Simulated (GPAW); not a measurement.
## W in GPAW: the effect of strain uniaxial z

The system is W.

```
W
1.0
     0.00000    2.03000    1.94880
     2.03000    0.00000    1.94880
     2.03000    2.03000    0.00000
W
1
Direct
  0.00000 0.00000 0.00000
```

This isn't the form of W at room conditions, which is bcc.

Alike in all runs:

* Program: GPAW 26.7.0
* Task: single point
* Functional: PBEsol
* Potentials or basis: PAW data sets generated in the run's folder for this functional
* Cutoff: 600 eV
* Basis: pw
* k mesh: 11 × 11 × 11
* Occupations: fermi-dirac, width 0.05 eV
* Spin: no spin polarisation
* Maxiter: 150

```tsv
strain uniaxial z	pressure (GPa)
-0.04	-1.9
-0.02	?
-0.01	-10.4
0	-13.1
0.01	-15.5
0.02	-17.9
0.04	-22.1
```

Q: What does the run with strain uniaxial z -0.02 give?

A: Pressure -7.7 GPa.

Worked out: A parabola through the other rows of the pressure, of slope -279 GPa per unit of strain uniaxial z there, gives -7.7 GPa, against the run's -7.7.

Caveats: the density grid can change from cell to cell, which puts small steps into energies and stress.

Runs at the PBE level aren't shown here.
